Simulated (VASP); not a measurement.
Crystal: HfO2.

```
CELL_PARAMETERS angstrom
5.55640 0.00000 0.00000
0.00000 3.33360 0.00000
0.00000 0.00000 6.50500
ATOMIC_POSITIONS crystal
Hf 0.74868 0.75000 0.60787
Hf 0.25132 0.25000 0.39213
Hf 0.24868 0.75000 0.89213
Hf 0.75132 0.25000 0.10787
O 0.63950 0.25000 0.42340
O 0.36050 0.75000 0.57660
O 0.13950 0.25000 0.07660
O 0.86050 0.75000 0.92340
O 0.52079 0.25000 0.84145
O 0.47921 0.75000 0.15855
O 0.02079 0.25000 0.65855
O 0.97921 0.75000 0.34145
```

Measurements of this composition are mostly on another form, of space group No. 14.

| Quantity | Value |
| --- | --- |
| Program | VASP 6.6.1 |
| Task | relaxation of cell and atoms |
| Functional | LDA |
| Potentials or basis | VASP PAW LDA potentials, release 64 (Hf_pv, O) |
| Cutoff | 600 eV |
| k mesh | 4 × 8 × 4 |
| Occupations | gaussian, width 0.02 eV |
| Spin | no spin polarisation |

At the start: pressure -16.2 GPa; volume 10.04 Å³/atom.

**Question.** How do energy, volume and symmetry change on relaxing?

**Answer.** Over 18 steps the energy falls by 33.0 meV/atom and the volume is 9.41 Å³/atom (-6.3 %); space group Pnma (No. 62, to 0.05 Å).

Step by step:
```
step  energy change (eV)  largest force (eV/Å)  pressure (GPa)  volume (Å³)
   1              0.0000                0.1772          -16.20       120.49
   2              0.7272                1.1241           36.57       103.64
   3             -0.3572                0.2916           -0.62       113.99
   4             -0.3575                0.3020           -0.20       113.83
   5             -0.3574                0.3105            0.18       113.70
   6             -0.3749                0.1288            0.39       113.34
   7             -0.3775                0.2135            0.48       113.15
   8             -0.3872                0.1054           -0.75       113.44
   9             -0.3885                0.0897           -1.31       113.58
  10             -0.3932                0.0768            0.21       112.96
  11             -0.3932                0.0779            0.23       112.95
  12             -0.3948                0.0411            0.19       112.92
  13             -0.3951                0.0515            0.16       112.91
  14             -0.3955                0.0191           -0.12       113.02
  15             -0.3956                0.0177           -0.22       113.04
  16             -0.3956                0.0190            0.08       112.94
  17             -0.3957                0.0133            0.01       112.96
  18             -0.3957                0.0046            0.02       112.95
```

Final structure:
```
Hf O
1.0
     5.46664    0.00000    0.00000
     0.00000    3.24201    0.00000
     0.00000    0.00000    6.37337
Hf O
4 8
Direct
  0.74536 0.75000 0.61361
  0.25464 0.25000 0.38639
  0.24536 0.75000 0.88639
  0.75464 0.25000 0.11361
  0.64081 0.25000 0.42680
  0.35919 0.75000 0.57320
  0.14081 0.25000 0.07320
  0.85919 0.75000 0.92680
  0.52510 0.25000 0.83832
  0.47490 0.75000 0.16168
  0.02510 0.25000 0.66168
  0.97490 0.75000 0.33832
```
